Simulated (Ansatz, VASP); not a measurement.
# GaP in VASP and in Ansatz

```
CELL_PARAMETERS angstrom
0.00000 2.68372 2.89016
2.68372 0.00000 2.89016
2.68372 2.68372 0.00000
ATOMIC_POSITIONS crystal
Ga 0.00000 0.00000 0.00000
P 0.75000 0.75000 0.75000
```

Change from the starting cell: strain -0.025 along x and y, +0.050 along z, atoms carried along.

Alike in both runs: task single point; functional PBE; k mesh 8 × 8 × 8; occupations gaussian, width 0.05 eV; no spin polarisation.

|  | VASP | Ansatz |
| --- | --- | --- |
| version | VASP 6.6.1 | Ansatz 0.2.0 |
| potentials or method | VASP PAW PBE potentials, release 64 (Ga_d, P) | scalar-relativistic, plane waves, PAW |
| plane-wave cutoff (eV) | 520 | 420 |
| valence electrons in the cell | 18 | 18 |

|  | VASP | Ansatz | Ansatz less VASP |
| --- | --- | --- | --- |
| gap on the k mesh at the Fermi level (eV) | 1.32 | 1.32 | +0.001 |
| least direct gap on the mesh (eV) | 1.39 | 1.40 | +0.002 |
| pressure (GPa) | 0.0 | 0.1 | +0.07 |
| largest component of the traceless stress (GPa) | 4.08 | 4.08 | -0.005 |

A k mesh can miss the band edges.
